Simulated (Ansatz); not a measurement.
# Ag(110) / 3 layers Pd(110) / Ag(110): resistance against film thickness, part 3 of 3

How does the resistance across the layers grow with the film in Ag(110) / 3 layers Pd(110) / Ag(110)?

Ansatz 0.2.0; Ansatz plane-wave DFT, PBE, PAW files; ballistic transport by layer matching (Landauer), zero bias; PAW set soft_1.

So far. Step 5 (With 8 layers, k-mesh 13×9×1, film layers 8): The conductance of the junction is 5.3e14 S/m², 3.8 % under the 5.5e14 S/m² of the last finished run, within the error estimates, leads' steps apart, of 5.1 and 6.3 %.

## Step 6: With 10 layers, k-mesh 13×9×1, film layers 10

The stack now holds 10 film layers; the k-mesh follows the cell, and the energies span -0.27 to 0.27 eV.

System of this step: Ag(110) / 10 layers Pd(110) / Ag(110). The cell holds 22 atoms: 12 Ag and 10 Pd. Cell: a = 2.889 Å, b = 4.086 Å, c = 29.799 Å, α = 90.0°, β = 90.0°, γ = 90.0°. It derives from Ag and Pd. Regions: lead, 12 atoms (12 Ag); films, 10 atoms (10 Pd). The structure is stacked along c, and the current runs across the ab planes.

input.yaml reads:

```yaml
crystal:
  lattice:
    - [2.8893797293, 0.0, 0.0]
    - [0.0, 4.0862, 0.0]
    - [0.0, 0.0, 29.798560639]
  atoms:
    - { symbol: Ag, position: [0.0, 0.0, 0.0242409337] }
    - { symbol: Ag, position: [0.5, 0.5, 0.0727228011] }
    - { symbol: Ag, position: [0.0, 0.0, 0.1212046684] }
    - { symbol: Ag, position: [0.5, 0.5, 0.1696865358] }
    - { symbol: Ag, position: [0.0, 0.0, 0.2181684032] }
    - { symbol: Ag, position: [0.5, 0.5, 0.2666502705] }
    - { symbol: Pd, position: [0.0, 0.0, 0.3118020838] }
    - { symbol: Pd, position: [0.5, 0.5, 0.3536238429] }
    - { symbol: Pd, position: [0.0, 0.0, 0.3954456021] }
    - { symbol: Pd, position: [0.5, 0.5, 0.4372673613] }
    - { symbol: Pd, position: [0.0, 0.0, 0.4790891204] }
    - { symbol: Pd, position: [0.5, 0.5, 0.5209108796] }
    - { symbol: Pd, position: [0.0, 0.0, 0.5627326387] }
    - { symbol: Pd, position: [0.5, 0.5, 0.6045543979] }
    - { symbol: Pd, position: [0.0, 0.0, 0.6463761571] }
    - { symbol: Pd, position: [0.5, 0.5, 0.6881979162] }
    - { symbol: Ag, position: [0.0, 0.0, 0.7333497295] }
    - { symbol: Ag, position: [0.5, 0.5, 0.7818315968] }
    - { symbol: Ag, position: [0.0, 0.0, 0.8303134642] }
    - { symbol: Ag, position: [0.5, 0.5, 0.8787953316] }
    - { symbol: Ag, position: [0.0, 0.0, 0.9272771989] }
    - { symbol: Ag, position: [0.5, 0.5, 0.9757590663] }
kpoints:
  mp_grid: { grid: [13, 9, 1] }
hamiltonian:
  xc: pbe
  pseudopotentials: { kind: paw, azcp: { folder: soft_1 } }
scf:
  occupations: { method: fermi_dirac, width: 0.1 }
output:
  transmission:
    leads: [[0, 1]]
    kmesh: [26, 18]
    e_range: [-0.27, 0.27]
    de: 0.036
  write_potential: true
  write_density: true
  volumetric_format: npy
```

Run with:

```sh
> ansatz run input.yaml --threads 4 --pin off --max-ram 8192MiB --backend cpu --events-out ev --progress --plain --runs-dir out
```

Numbers of over 12 decimals in the logs are rounded to 6 here.

What it wrote:

```text
[...]
Crystal: 22 atoms, lattice volume = 351.819 Å³
Basis set: ecut = 420 eV, 6859 PW (Γ)
Bands: 245, of which v1, the nominal top of the filled ones, is band 204 counted from 1 (203 counted from 0)
Symmetry: 8 space group operations
[...]
k-points: 35 of 117
[...]
--- Transmission ---
  basis      : 101 plane waves across, 46 finite elements along
  points     : 140, standing for a mesh of 26 x 18
[...]
filled         : 55.2 meV over the level at which it is neutral
    channels       : 1.386752e0 a spin
[...]
slowest decay  : 0.0836 /Å at (0.0769, 0.5000)
  junction   : crystal 0 to crystal 0, 0.70 to 29.05 Å
    transmission   : 7.892474e-1 a spin
[...]
resistance     : 8.1212e-4 Ω µm² beyond half of each lead's own
[key lines of the parts left out:]
SCF converged after 13 iterations
Free energy (F): -160815.387045 eV
Fermi energy:    18.279740 eV
```

Wall time 7.7 min (4 threads of Arm Neoverse V1, shared host); peak memory 2.9 GiB; 29 min of CPU time.

Numbers from this step:

```yaml
free_energy: -160815.3870 eV
energy_at_zero_smearing: -160815.0986 eV
fermi_energy: 18.28 eV
step_of_the_lead_s_potential: 0.5 meV
ballistic_conductance_of_the_lead: 9.07e14 S/m²
estimated_errors_of_the_lead_s_conductance: 0, 4.8, 0.3 % (band edges, k-mesh, distance from neutral)
lead_conductance_per_cell: 1.382 G₀
conductance_of_the_junction: 5.22e14 S/m²
junction_conductance_per_cell: 0.7959 G₀
estimated_errors_of_the_junction_s_conductance: 0.1, 0, 5.3, 0.8, 0.3 % (energy step, band edges, k-mesh, leads' steps, distance from neutral)
area_resistance_that_the_stack_adds_contact_term_taken_off_spin_by_spin: 0.8121 fΩ m²
```

Per spin. Transmission, zone mean against energy, zero at the Fermi level:

```
energy (eV)  transmission, zone mean
     -0.270                    0.759
     -0.234                    0.787
     -0.198                    0.801
     -0.162                    0.822
     -0.126                    0.768
     -0.090                    0.798
     -0.054                    0.796
     -0.018                    0.773
      0.018                    0.789
      0.054                    0.812
      0.090                    0.839
      0.126                    0.848
      0.162                    0.889
      0.198                    0.915
      0.234                    0.932
      0.270                    0.945
```

The conductance of the junction is 5.2e14 S/m², 1.4 % under the 5.3e14 S/m² of the last finished run, within the error estimates, leads' steps apart, of 6.3 and 5.3 %.

## Step 7: Cost and result by level

Times are for 4 threads of Arm Neoverse V1, shared host. Results by setting:

```
no.  film layers  area resistance that the stack adds (contact term taken off, spin by spin) (fΩ m²)  conductance of the junction (S/m²)     time  memory (GiB)
  1            3                                                                              0.6897                             5.58e14  9.9 min           2.6
  2            5                                                                              0.5634                             5.98e14  5.6 min           2.2
  3            6                                                                              0.7106                             5.51e14  5.8 min           2.1
  4            8                                                                              0.7796                             5.30e14  6.8 min           2.5
  5           10                                                                              0.8121                             5.22e14  7.7 min           2.9
```

## Step 8: With 5 layers

The same run once more with an input made wrong on purpose.

This step: Ansatz plane-wave DFT, PBE, PAW files; ballistic transport by layer matching (Landauer), zero bias; changed: accuracy = "many", scf.max_iter = 80 (Ansatz 0.2.0).

System of this step: Ag(110) / 5 layers Pd(110) / Ag(110). The cell holds 18 atoms: 13 Ag and 5 Pd. Cell: a = 2.889 Å, b = 4.086 Å, c = 25.012 Å, α = 90.0°, β = 90.0°, γ = 90.0°. It derives from Ag and Pd. Regions: lead, 13 atoms (13 Ag); films, 5 atoms (5 Pd). The structure is stacked along c, and the current runs across the ab planes.

input.yaml reads:

```yaml
crystal:
  lattice:
    - [2.8893797293, 0.0, 0.0]
    - [0.0, 4.0862, 0.0]
    - [0.0, 0.0, 25.012109372]
  atoms:
    - { symbol: Ag, position: [0.0, 0.0, 0.0288798086] }
    - { symbol: Ag, position: [0.5, 0.5, 0.0866394259] }
    - { symbol: Ag, position: [0.0, 0.0, 0.1443990432] }
    - { symbol: Ag, position: [0.5, 0.5, 0.2021586605] }
    - { symbol: Ag, position: [0.0, 0.0, 0.2599182778] }
    - { symbol: Ag, position: [0.5, 0.5, 0.317677895] }
    - { symbol: Pd, position: [0.0, 0.0, 0.3714702012] }
    - { symbol: Pd, position: [0.5, 0.5, 0.4212951963] }
    - { symbol: Pd, position: [0.0, 0.0, 0.4711201914] }
    - { symbol: Pd, position: [0.5, 0.5, 0.5209451864] }
    - { symbol: Pd, position: [0.0, 0.0, 0.5707701815] }
    - { symbol: Ag, position: [0.5, 0.5, 0.6245624877] }
    - { symbol: Ag, position: [0.0, 0.0, 0.682322105] }
    - { symbol: Ag, position: [0.5, 0.5, 0.7400817222] }
    - { symbol: Ag, position: [0.0, 0.0, 0.7978413395] }
    - { symbol: Ag, position: [0.5, 0.5, 0.8556009568] }
    - { symbol: Ag, position: [0.0, 0.0, 0.9133605741] }
    - { symbol: Ag, position: [0.5, 0.5, 0.9711201914] }
kpoints:
  mp_grid: { grid: [13, 9, 1] }
hamiltonian:
  xc: pbe
  pseudopotentials: { kind: paw, azcp: { folder: soft_1 } }
scf:
  occupations: { method: fermi_dirac, width: 0.1 }
  max_iter: 80
output:
  transmission:
    leads: [[0, 1]]
    kmesh: [26, 18]
    e_range: [-0.27, 0.27]
    de: 0.036
  write_potential: true
  write_density: true
  volumetric_format: npy
accuracy: many
```

What it wrote:

```text
Error: YAML parse error: error: line 42 column 1: unknown variant `many`, expected one of low, medium, high
  --> <input>:42:1
   |
40 |   write_density: true
41 |   volumetric_format: npy
42 | accuracy: many
   | ^ unknown variant `many`, expected one of low, medium, high
```

Wall time 0.02 s (4 threads); peak memory 0.023 GiB.

The input was rejected at the start.

The program's message: “Error: YAML parse error: error: line 42 column 1: unknown variant `many`, expected one of low, medium, high”

The change that led to it: accuracy = "many".

## Step 9: Summary of results

| Quantity | Value |
| --- | --- |
| area resistance, 3 layers | 0.690 fΩ m² |
| area resistance, 5 layers | 0.563 fΩ m² |
| area resistance, 6 layers | 0.711 fΩ m² |
| area resistance, 8 layers | 0.780 fΩ m² |
| area resistance, 10 layers | 0.812 fΩ m² |

In words: The stack adds 0.69 fΩ m² with 3 layers and 0.81 fΩ m² with 10. From 5 to 10 layers it grows by 44 %, though no single step exceeds the two runs' error estimates together; nothing scatters inside a perfect film, so this is no ohmic growth. Atoms sit on ideal sites and aren't relaxed. Pd(110) is stretched by 5.0 % in plane to fit Ag(110), at its own atomic volume.

[Logs are printed without paths, hosts, clocks, repeated set-up lines and the standing remarks that a program may print on its own settings, such as how far it seeks lower states.]

[Hosts, paths, dates, database ids (printed as entryN), source tags and the programs' standing remarks are cut or masked in the printed files.]
